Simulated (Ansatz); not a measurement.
# FeSi2 (Linzhiite) (P4/mmm) in Ansatz: notebook

The runs below take FeSi2 (Linzhiite) through band structure, single point, equation of state, with LDA.

Program: Ansatz 0.2.0. These are calculated values, not measurements. Logs are shortened: lines on timing, memory, paths and dates and some standing lists are left out, and cuts for length are marked.

## 1. The crystal as given

The structure is tetragonal, space group P4/mmm (No. 123). Conventional cell: a = 2.684 Å, b = 2.684 Å, c = 5.128 Å, α = 90.00°, β = 90.00°, γ = 90.00°. Around Fe (site symmetry 4/mmm) lie 8 Si at 2.35 Å and 4 Fe at 2.68 Å. Si (site symmetry 4mm) has 4 Fe at 2.35 Å and 5 Si at 2.36 to 2.68 Å as nearest neighbours.

## 2. Band structure, LDA, collinear spin, ferromagnetic start

input.yaml reads:

```yaml
crystal:
  lattice:
    - [2.684, 0.0, 0.0]
    - [0.0, 2.684, 0.0]
    - [0.0, 0.0, 5.128]
  atoms:
    - { symbol: Fe, position: [0.0, 0.0, 0.0], spin: 3.0 }
    - { symbol: Si, position: [0.5, 0.5, 0.73] }
    - { symbol: Si, position: [0.5, 0.5, 0.27] }
hamiltonian:
  xc: lda
  pseudopotentials: { kind: paw }
magnetization:
  spin_polarized: true
kpoints:
  mp_grid: { grid: [10, 10, 5] }
  band_path:
    path:
      - [[0.0, 0.0, 0.0], [0.0, 0.5, 0.0], [0.5, 0.5, 0.0], [0.0, 0.0, 0.0], [0.0, 0.0, 0.5], [0.0, 0.5, 0.5], [0.5, 0.5, 0.5], [0.0, 0.0, 0.5]]
      - [[0.0, 0.5, 0.0], [0.0, 0.5, 0.5]]
      - [[0.5, 0.5, 0.0], [0.5, 0.5, 0.5]]
    npoints: 14
scf:
  occupations: { method: fermi_dirac, width: 0.05 }
  n_extra_bands: 7
output:
  forces: true
  stress: true
  eigenvalues: true
  fatbands: true
```

Potentials or basis: Ansatz PAW.

The run is started by

```bash
$ ansatz run input.yaml --threads 2 --pin off --max-ram 5632MiB --backend cpu --events-out ev --progress --plain --runs-dir out
```

What it wrote:

```text
Warning: RAYON_NUM_THREADS=2 ignored (pool sized by the plan → 2); use --threads N
scf.n_extra_bands = 7 over 12 filled bands (N_el = 24.0): the run solves 19 bands
Engine: ansatz 0.2.0, aarch64-unknown-linux-gnu
Pseudopotentials: kind: paw
Pseudopotential: Fe, paw, valence charge 16, recommended cutoff 420 eV (normal), Fe.paw.azcp
Pseudopotential: Si, paw, valence charge 4, recommended cutoff 420 eV (normal), Si.paw.azcp
Functional definition: SPW92
  exchange = slater_x
  correlation = pw_c
Crystal: 3 atoms, lattice volume = 36.941 Å³
Basis set: ecut = 420 eV, 741 PW (Γ)
Bands: 19, of which v1, the nominal top of the filled ones, is band 12 counted from 1 (11 counted from 0)
Symmetry: 16 space group operations
Space group: P4/mmm (ITA 123), of the structure as read, at distance tolerance 3.3e-5 Å
Magnetic group: BNS 123.339 (UNI 999), of the structure as read, at distance tolerance 3.3e-5 Å
k-points: 63 of 500
Non-local potential: Fe, projectors of the file, l = 0: 3, l = 1: 2, l = 2: 3, l = 3: 1
Non-local potential: Si, projectors of the file, l = 0: 2, l = 1: 2, l = 2: 2
PAW form: soft (Blöchl's): semilocal exchange-correlation on the pseudo side does not see the compensation charge
PAW frozen core: Fe, regenerated for the run's functional, and the local potential with it (the file was generated under x = pbe(κ = 0.804, μ = 0.2195149727645171), c = pbe(β = 0.06672455060314922))
PAW frozen core: Si, regenerated for the run's functional, and the local potential with it (the file was generated under x = pbe(κ = 0.804, μ = 0.2195149727645171), c = pbe(β = 0.06672455060314922))
PAW one-centre angular grid: Fe, 590 points (default); XC on 64 Gauss nodes
PAW one-centre angular grid: Si, 110 points (default); XC on 64 Gauss nodes
Initial density: superposition of atomic densities (chi_scale 0.1, normalization cell)
Starting moments: Σ|m| = 3 μB on 1 of 3 sites
Initial wavefunctions: pseudopotential atomic-orbital guess
Functional: x = slater, c = lda
[... 12 lines left out ...]
SCF iter  11: F=—  HF=-5638.889264 eV  |F-HF|=—  |Δ(HF+E_count)|=   2.60e-8  Δρ=1.92e-6 (↑1.08e-6 ↓1.92e-6)  dr2=7.40e-10  dr2_m=5.97e-10  M=-0.000 μB ∫|m|=0.000 μB  β_m=0.90  ethr=2.34e-10  ⟨swp⟩=2.3  Hψ=3863  notcnv=0  defer=189
SCF iter  12: F=—  HF=-5638.889264 eV  |F-HF|=—  |Δ(HF+E_count)|=  6.09e-11  Δρ=9.61e-7 (↑3.77e-7 ↓9.61e-7)  dr2=6.85e-10  dr2_m=3.13e-11  M=-0.000 μB ∫|m|=0.000 μB  β_m=0.83  ethr=3.08e-12  ⟨swp⟩=2.1  Hψ=3510  notcnv=0  defer=189
SCF iter  13: F=-5638.889264 eV  HF=-5638.889264 eV  |F-HF|=7.29e-10  |Δ(HF+E_count)|=  2.27e-11  Δρ=6.95e-7 (↑6.95e-7 ↓6.09e-7)  dr2=7.67e-10  dr2_m=7.15e-13  M=-0.000 μB ∫|m|=0.000 μB  ethr=2.85e-12  ⟨swp⟩=6.7  Hψ=9257  notcnv=0
SCF 1 converged in 13 iterations: F = -5638.889264 eV  dr2 = 7.67e-10
WARN: the starting moments were not kept: the SCF closed with an absolute magnetisation of 3.0e-6 μB, where they sum to 3 μB in size (1 site). That is at most 0.1 of that sum. Measured as dr2_m measures the in/out step, that magnetisation stands 1.2e-11 eV from none, at or under the dr2_threshold of 1.0e-7 eV: it is no larger than a step whose dr2_m would equal this threshold. The system may hold no moment; this SCF shows only that its start led to no more than that. To try another start: raise the starting moments (crystal.atoms[].spin, magnetization.per_species, magnetization.initial_magnetization, or on a non-collinear deck that types none of these the spinor_matrix: blocks that start its atoms; where the total moment is fixed, keep their sum and leave initial_magnetization as it is; typed ones take the place of any that the run laid by itself, positive ones on a crystal's lanthanoids without a Hubbard term where scf.initial_density.shell_occupations: [] is typed) or, if the notice of its spin-set hold's release reads "site moments contracting" or "site moments show no strong build", lengthen the hold (scf.mixing.spin_hold: { on: { confirm: 4 } }; for m-r²SCAN on two components see the key's manual first). Each may lead to a state that holds a moment. A second SCF, from the converged charge density, with the starting moments and any scf.initial_density.shell_occupations laid on it anew, would have followed, and was not run: the deck does not ask for one (magnetization.retry_lost_moments is false, the default). To let it run, set magnetization.retry_lost_moments: true and run the deck again, where that key's refused combinations let it; where memory then withholds it, that run's warning says so.
NSCF: frozen V_eff on 129 k-points
SCF converged after 13 iterations
Magnetization: -0.0000 μB (12.0000 up, 12.0000 down)
Absolute magnetization: 0.0000 μB (∫|ρ↑−ρ↓|, with the PAW one-centre terms)
Spin contamination: 0.0000 ħ² per cell (⟨S²⟩ above its minimum at these occupations)
Per-site moments (μB) at R_I (Å): [(-2.4739868627680534e-6, 0.9690620106118083), (8.681059058172783e-8, 0.9690620106118083), (8.681059056579144e-8, 0.9690620106118083)]
Free energy (F): -5638.889264 eV
Harris-Foulkes:  -5638.889264 eV  (|F-HF|=7.29e-10)
Internal energy: -5638.879452 eV  (E = F + TS)
E sigma→0 (E₀):  -5638.884358 eV
Entropy (-TS):   -0.009812 eV (-3.271 meV/atom)
Fermi energy:    14.079840 eV
--- Per-component energies (eV) ---
  E_band       = -226.064218
  E_kinetic    = 448.812456
  E_local      = -3532.261464  (includes V_loc(G=0)·N_el)
  E_nonlocal   = 269.177537
  E_hartree    = 1572.165609
  E_xc         = -232.964325
  E_vxc        = -254.075968  (∫ρ·V_xc dr)
  E_paw        = -2276.276048  (= ΣΔE_a)
  E_vpaw       = -302.046595  (= ΣTr[D̂ρ^β])
  E_aug_tail   = 0.000791  (compensation charges beyond the density's cutoff)
  E_ewald      = -1888.104205
  E_core_change = 0.570197  (= ΣΔE_core)
  E_smearing   = -0.009812  (= −TS)
  E_closure    = 0.000000  (closes the sum)
  Σ components = -5638.889264   (vs F -5638.889264, Δ=0.00e0)
--- Forces (eV/Å), atoms counted from 1 ---
  atom   1  Fe    -0.00000000     0.00000000     0.00000000
  atom   2  Si     0.00000000     0.00000000    -0.07182046
  atom   3  Si     0.00000000     0.00000000     0.07182046
  max |Σ_I F_I| component: 3.47e-18 eV/Å
--- Stress (GPa, compression-positive) ---
       -5.010022       0.000000       0.000000
        0.000000      -5.010022       0.000000
        0.000000       0.000000      -7.569126
  P = ⅓ Tr σ = -5.8631 GPa (-58.631 kbar)
--- Band table (eV; the first three rows and the last of 126) ---
  k-point 0 ↑: bands = ["-72.2439", "-38.7537", "-38.7537", "-38.6353", "0.1642", "4.9048", "6.1542", "10.4557", "12.4231", "12.5538", "12.5538", "13.4583", "18.6025", "18.6025", "20.4782", "21.3088", "22.1453", "22.2312", "23.5793"]
  k-point 1 ↑: bands = ["-72.2439", "-38.7537", "-38.7537", "-38.6353", "0.3854", "3.6061", "7.6734", "10.4617", "12.3253", "12.5384", "12.5384", "13.4585", "18.6468", "18.8507", "18.8507", "20.9308", "22.4425", "22.4425", "22.6452"]
  k-point 2 ↑: bands = ["-72.2439", "-38.7537", "-38.7537", "-38.6353", "1.0284", "2.1824", "9.5090", "10.4716", "11.9263", "12.5138", "12.5138", "13.4587", "16.8172", "19.4882", "19.4882", "20.5596", "21.0970", "21.0970", "23.0723"]
  k-point 62 ↓: bands = ["-72.2179", "-38.8770", "-38.8770", "-38.6050", "6.5721", "8.8368", "8.8368", "9.6801", "10.7068", "10.7068", "12.2262", "14.2276", "14.6846", "14.6846", "15.4614", "16.5916", "17.9736", "18.2806", "21.6209"]
```

Wall time 6.2 s (2 threads of Arm Neoverse V2, shared host); peak memory 0.35 GiB.

Results:

| Item | Value |
| --- | --- |
| Free energy | -5638.8893 eV |
| Pressure | -5.9 GPa |
| Largest force | 0.072 eV/Å |
| Band gap on the k mesh | none (metal or under the smearing width) |
| Net moment | 0.00 μB per cell |
| Absolute moment | 0.00 μB per cell |

Forces in eV/Å, atoms in the order of the input:
```
Fe   0.000  0.000  0.000
Si   0.000  0.000 -0.072
Si   0.000  0.000  0.072
```

Levels at the corners of the path, in eV from the Fermi level:
Spin up:
| point | band 10 | band 11 | band 12 | band 13 | band 14 | band 15 |
| --- | --- | --- | --- | --- | --- | --- |
| Γ | -1.53 | -1.53 | -0.62 | 4.52 | 4.52 | 6.40 |
| X | -3.18 | -2.08 | -1.10 | 0.11 | 1.42 | 2.33 |
| M | -3.20 | -2.24 | 0.15 | 0.31 | 2.64 | 3.06 |
| Γ | -1.53 | -1.53 | -0.62 | 4.52 | 4.52 | 6.40 |
| Z | -1.57 | -1.57 | -0.62 | 2.46 | 5.62 | 5.62 |
| R | -2.46 | -2.08 | -1.11 | 0.58 | 2.28 | 4.88 |
| A | -3.29 | -1.80 | 0.15 | 0.45 | 0.45 | 1.26 |
| Z | -1.57 | -1.57 | -0.62 | 2.46 | 5.62 | 5.62 |
| X | -3.18 | -2.08 | -1.10 | 0.11 | 1.42 | 2.33 |
| R | -2.46 | -2.08 | -1.11 | 0.58 | 2.28 | 4.88 |
| M | -3.20 | -2.24 | 0.15 | 0.31 | 2.64 | 3.06 |
| A | -3.29 | -1.80 | 0.15 | 0.45 | 0.45 | 1.26 |
Spin down:
| point | band 8 | band 9 | band 10 | band 11 | band 12 | band 13 | band 14 | band 15 | band 16 | band 17 |
| --- | --- | --- | --- | --- | --- | --- | --- | --- | --- | --- |
| Γ | -3.62 | -1.66 | -1.53 | -1.53 | -0.62 | 4.52 | 4.52 | 6.40 | 7.23 | 8.07 |
| X | -4.40 | -3.79 | -3.18 | -2.08 | -1.10 | 0.11 | 1.42 | 2.33 | 7.94 | 8.52 |
| M | -4.40 | -4.40 | -3.20 | -2.24 | 0.15 | 0.31 | 2.64 | 3.06 | 3.06 | 3.48 |
| Γ | -3.62 | -1.66 | -1.53 | -1.53 | -0.62 | 4.52 | 4.52 | 6.40 | 7.23 | 8.07 |
| Z | -3.61 | -2.32 | -1.57 | -1.57 | -0.62 | 2.46 | 5.62 | 5.62 | 6.43 | 6.72 |
| R | -6.16 | -3.15 | -2.46 | -2.08 | -1.11 | 0.58 | 2.28 | 4.88 | 4.96 | 7.83 |
| A | -4.51 | -3.29 | -3.29 | -1.80 | 0.15 | 0.45 | 0.45 | 1.26 | 2.80 | 3.91 |
| Z | -3.61 | -2.32 | -1.57 | -1.57 | -0.62 | 2.46 | 5.62 | 5.62 | 6.43 | 6.72 |
| X | -4.40 | -3.79 | -3.18 | -2.08 | -1.10 | 0.11 | 1.42 | 2.33 | 7.94 | 8.52 |
| R | -6.16 | -3.15 | -2.46 | -2.08 | -1.11 | 0.58 | 2.28 | 4.88 | 4.96 | 7.83 |
| M | -4.40 | -4.40 | -3.20 | -2.24 | 0.15 | 0.31 | 2.64 | 3.06 | 3.06 | 3.48 |
| A | -4.51 | -3.29 | -3.29 | -1.80 | 0.15 | 0.45 | 0.45 | 1.26 | 2.80 | 3.91 |

Caveat: the starting moments collapsed, and a magnetic state may lie lower; the PAW data sets come from PBE, with cores solved anew for the run's functional, which leaves a small shift of forces and pressure; the starting moments weren't kept.

## 3. Single point, LDA, collinear spin, ferromagnetic start, 11.57 Å³/atom (volume scaled by 0.94)

input.yaml reads:

```yaml
crystal:
  lattice:
    - [2.6292091158, 0.0, 0.0]
    - [0.0, 2.6292091158, 0.0]
    - [0.0, 0.0, 5.0233175655]
  atoms:
    - { symbol: Fe, position: [0.0, 0.0, 0.0], spin: 3.0 }
    - { symbol: Si, position: [0.5, 0.5, 0.73] }
    - { symbol: Si, position: [0.5, 0.5, 0.27] }
hamiltonian:
  xc: lda
  pseudopotentials: { kind: paw }
magnetization:
  spin_polarized: true
kpoints:
  mp_grid: { grid: [10, 10, 5] }
scf:
  occupations: { method: fermi_dirac, width: 0.05 }
output:
  forces: true
  stress: true
  eigenvalues: true
  write_density: true
  write_potential: true
  elf: true
  volumetric_format: npy
```

Potentials or basis: Ansatz PAW.

The run is started by

```bash
$ ansatz run input.yaml --threads 2 --pin off --max-ram 5632MiB --backend cpu --events-out ev --progress --plain --runs-dir out
```

It took 4 s on 2 threads of Arm Neoverse V2, shared host; peak memory 0.36 GiB.

The run converged. Its results:

- Free energy: -5638.8832 eV
- Pressure: 7.5 GPa
- Largest force: 0.397 eV/Å
- Band gap on the k mesh: none (metal or under the smearing width)
- Net moment: 0.00 μB per cell
- Absolute moment: 0.00 μB per cell

Caveat: the starting moments collapsed, and a magnetic state may lie lower; the PAW data sets come from PBE, with cores solved anew for the run's functional, which leaves a small shift of forces and pressure; the starting moments weren't kept.

## 4. Single point, LDA, collinear spin, ferromagnetic start, 11.82 Å³/atom (volume scaled by 0.96)

Edit input.yaml of step 3 so:

```diff
@@ -2,5 +2,5 @@
   lattice:
-    - [2.6292091158, 0.0, 0.0]
-    - [0.0, 2.6292091158, 0.0]
-    - [0.0, 0.0, 5.0233175655]
+    - [2.647725283, 0.0, 0.0]
+    - [0.0, 2.647725283, 0.0]
+    - [0.0, 0.0, 5.0586942069]
   atoms:
@@ -22,5 +22 @@
   eigenvalues: true
-  write_density: true
-  write_potential: true
-  elf: true
-  volumetric_format: npy
```

The run is started by

```bash
$ ansatz run input.yaml --threads 2 --pin off --max-ram 5632MiB --backend cpu --events-out ev --progress --plain --runs-dir out
```

Run time: 3.6 s. Hardware: 2 threads of Arm Neoverse V2, shared host; peak memory 0.36 GiB.

Results (log left out):

```yaml
Free_energy: -5638.9061 eV
Pressure: 2.5 GPa
Largest_force: 0.280 eV/Å
Band_gap_on_the_k_mesh: none (metal or under the smearing width)
Net_moment: 0.00 μB per cell
Absolute_moment: 0.00 μB per cell
```

Caveat: the starting moments collapsed, and a magnetic state may lie lower; the PAW data sets come from PBE, with cores solved anew for the run's functional, which leaves a small shift of forces and pressure; the starting moments weren't kept.

## 5. Single point, LDA, collinear spin, ferromagnetic start, 12.07 Å³/atom (volume scaled by 0.98)

Edit input.yaml of step 4 so:

```diff
@@ -2,5 +2,5 @@
   lattice:
-    - [2.647725283, 0.0, 0.0]
-    - [0.0, 2.647725283, 0.0]
-    - [0.0, 0.0, 5.0586942069]
+    - [2.6659860344, 0.0, 0.0]
+    - [0.0, 2.6659860344, 0.0]
+    - [0.0, 0.0, 5.0935828556]
   atoms:
```

The run is started by

```bash
$ ansatz run input.yaml --threads 2 --pin off --max-ram 5632MiB --backend cpu --events-out ev --progress --plain --runs-dir out
```

Wall time 3.5 s (2 threads of Arm Neoverse V2, shared host); peak memory 0.36 GiB.

It converged, with:

* Free energy: -5638.9073 eV
* Pressure: -1.9 GPa
* Largest force: 0.172 eV/Å
* Band gap on the k mesh: none (metal or under the smearing width)
* Net moment: 0.00 μB per cell
* Absolute moment: 0.00 μB per cell

Caveat: the starting moments collapsed, and a magnetic state may lie lower; the PAW data sets come from PBE, with cores solved anew for the run's functional, which leaves a small shift of forces and pressure; the starting moments weren't kept.

## 6. Single point, LDA, collinear spin, ferromagnetic start, 12.31 Å³/atom

Edit input.yaml of step 5 so:

```diff
@@ -2,5 +2,5 @@
   lattice:
-    - [2.6659860344, 0.0, 0.0]
-    - [0.0, 2.6659860344, 0.0]
-    - [0.0, 0.0, 5.0935828556]
+    - [2.684, 0.0, 0.0]
+    - [0.0, 2.684, 0.0]
+    - [0.0, 0.0, 5.128]
   atoms:
```

Potentials or basis: Ansatz PAW.

The run is started by

```bash
$ ansatz run input.yaml --threads 2 --pin off --max-ram 5632MiB --backend cpu --events-out ev --progress --plain --runs-dir out
```

Wall time 3.6 s (2 threads of Arm Neoverse V2, shared host); peak memory 0.35 GiB.

It converged, with:

* Free energy: -5638.8893 eV
* Pressure: -5.9 GPa
* Largest force: 0.072 eV/Å
* Band gap on the k mesh: none (metal or under the smearing width)
* Net moment: 0.00 μB per cell
* Absolute moment: 0.00 μB per cell

Caveat: the starting moments collapsed, and a magnetic state may lie lower; the PAW data sets come from PBE, with cores solved anew for the run's functional, which leaves a small shift of forces and pressure; the starting moments weren't kept.

## 7. Single point, LDA, collinear spin, ferromagnetic start, 12.56 Å³/atom (volume scaled by 1.02)

Edit input.yaml of step 6 so:

```diff
@@ -2,5 +2,5 @@
   lattice:
-    - [2.684, 0.0, 0.0]
-    - [0.0, 2.684, 0.0]
-    - [0.0, 0.0, 5.128]
+    - [2.7017753525, 0.0, 0.0]
+    - [0.0, 2.7017753525, 0.0]
+    - [0.0, 0.0, 5.1619612546]
   atoms:
```

The run is started by

```bash
$ ansatz run input.yaml --threads 2 --pin off --max-ram 5632MiB --backend cpu --events-out ev --progress --plain --runs-dir out
```

Wall time 3.8 s (2 threads of Arm Neoverse V2, shared host); peak memory 0.35 GiB.

The run converged. Its results:

```yaml
Free_energy: -5638.8539 eV
Pressure: -9.4 GPa
Largest_force: 0.021 eV/Å
Band_gap_on_the_k_mesh: none (metal or under the smearing width)
Net_moment: 0.00 μB per cell
Absolute_moment: 0.00 μB per cell
```

Caveat: the starting moments collapsed, and a magnetic state may lie lower; the PAW data sets come from PBE, with cores solved anew for the run's functional, which leaves a small shift of forces and pressure; the starting moments weren't kept.

## 8. Single point, LDA, collinear spin, ferromagnetic start, 12.81 Å³/atom (volume scaled by 1.04)

Edit input.yaml of step 7 so:

```diff
@@ -2,5 +2,5 @@
   lattice:
-    - [2.7017753525, 0.0, 0.0]
-    - [0.0, 2.7017753525, 0.0]
-    - [0.0, 0.0, 5.1619612546]
+    - [2.7193198399, 0.0, 0.0]
+    - [0.0, 2.7193198399, 0.0]
+    - [0.0, 0.0, 5.1954814228]
   atoms:
```

The run is started by

```bash
$ ansatz run input.yaml --threads 2 --pin off --max-ram 5632MiB --backend cpu --events-out ev --progress --plain --runs-dir out
```

Wall time 3.6 s (2 threads of Arm Neoverse V2, shared host); peak memory 0.35 GiB.

The run converged. Its results:

```
Free energy            : -5638.8033 eV
Pressure               : -12.5 GPa
Largest force          : 0.107 eV/Å
Band gap on the k mesh : none (metal or under the smearing width)
Net moment             : 0.00 μB per cell
Absolute moment        : 0.00 μB per cell
```

Caveat: the starting moments collapsed, and a magnetic state may lie lower; the PAW data sets come from PBE, with cores solved anew for the run's functional, which leaves a small shift of forces and pressure; the starting moments weren't kept.

## 9. Single point, LDA, collinear spin, ferromagnetic start, 13.05 Å³/atom (volume scaled by 1.06)

Edit input.yaml of step 8 so:

```diff
@@ -2,5 +2,5 @@
   lattice:
-    - [2.7193198399, 0.0, 0.0]
-    - [0.0, 2.7193198399, 0.0]
-    - [0.0, 0.0, 5.1954814228]
+    - [2.7366408154, 0.0, 0.0]
+    - [0.0, 2.7366408154, 0.0]
+    - [0.0, 0.0, 5.2285745534]
   atoms:
@@ -22 +22,5 @@
   eigenvalues: true
+  write_density: true
+  write_potential: true
+  elf: true
+  volumetric_format: npy
```

Potentials or basis: Ansatz PAW.

The run is started by

```bash
$ ansatz run input.yaml --threads 2 --pin off --max-ram 5632MiB --backend cpu --events-out ev --progress --plain --runs-dir out
```

It took 4.3 s on 2 threads of Arm Neoverse V2, shared host; peak memory 0.36 GiB.

The run converged. Its results:

| Quantity | Value |
| --- | --- |
| Free energy | -5638.7393 eV |
| Pressure | -15.3 GPa |
| Largest force | 0.188 eV/Å |
| Band gap on the k mesh | none (metal or under the smearing width) |
| Net moment | 0.00 μB per cell |
| Absolute moment | 0.00 μB per cell |

Caveat: the starting moments collapsed, and a magnetic state may lie lower; the PAW data sets come from PBE, with cores solved anew for the run's functional, which leaves a small shift of forces and pressure; the starting moments weren't kept.

## 10. Equation of state, LDA, collinear spin, ferromagnetic start

No new run: the results of the series are fitted here.

Results:

- Equilibrium volume: 11.96 Å³/atom
- Bulk modulus at fixed shape and positions: 214 GPa
- Pressure derivative of the bulk modulus: 4.7

Energy against volume, from the lowest point:
```tsv
volume (Å³/atom)	energy (meV/atom)
11.575	8.05
11.821	0.42
12.068	0.00
12.314	6.03
12.560	17.81
12.806	34.68
13.053	56.02
```

Caveat: the cell was scaled at fixed shape and fractional positions, which overstates the stiffness of a crystal with free parameters, most of all of layers and chains.
